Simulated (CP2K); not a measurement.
Crystal: ZrB2.

```
CELL_PARAMETERS angstrom
3.17000 0.00000 0.00000
-1.58500 2.74530 0.00000
0.00000 0.00000 3.53300
ATOMIC_POSITIONS crystal
Zr 0.00000 0.00000 0.00000
B 0.66667 0.33333 0.50000
B 0.33333 0.66667 0.50000
```

Program: CP2K 2026.2. Alike in all runs: task band structure; no spin polarisation; cell as given; k mesh 10 × 10 × 8.

**Question.** Order these runs on this cell by their pressure, lowest first.
A. level LDA; potentials or basis GTH_POTENTIALS Zr GTH-PADE-q12, B GTH-PADE-q3; TZVP-MOLOPT-PBE-GTH basis; smearing fermi-dirac 0.01 eV; EPS_DEFAULT 1.0E-10; NGRIDS 4; points a segment of the path (NPOINTS) 8; CUTOFF of the grids 450 Ry
B. level PBEsol; potentials or basis POTENTIAL_UZH Zr GTH-PBE-q12, B GTH-PBE-q3; TZVP-MOLOPT-PBE-GTH basis; smearing fermi-dirac 0.05 eV; EPS_DEFAULT 1.0E-10; NGRIDS 5; points a segment of the path (NPOINTS) 6; CUTOFF of the grids 450 Ry
C. level r2SCAN; potentials or basis POTENTIAL_UZH Zr GTH-SCAN-q12, B GTH-SCAN-q3; TZVP-MOLOPT-SCAN-GTH basis; smearing fermi-dirac 0.05 eV; EPS_DEFAULT 1.0E-9; NGRIDS 5; points a segment of the path (NPOINTS) 10; CUTOFF of the grids 700 Ry

**Answer.** A (-9.7 GPa), B (-1.5 GPa), C (1.7 GPa).

Caveats: the basis of atomic orbitals isn't converged, which shifts pressures, moduli and gaps; the potentials were made for another functional, which shifts forces and pressure (some runs).
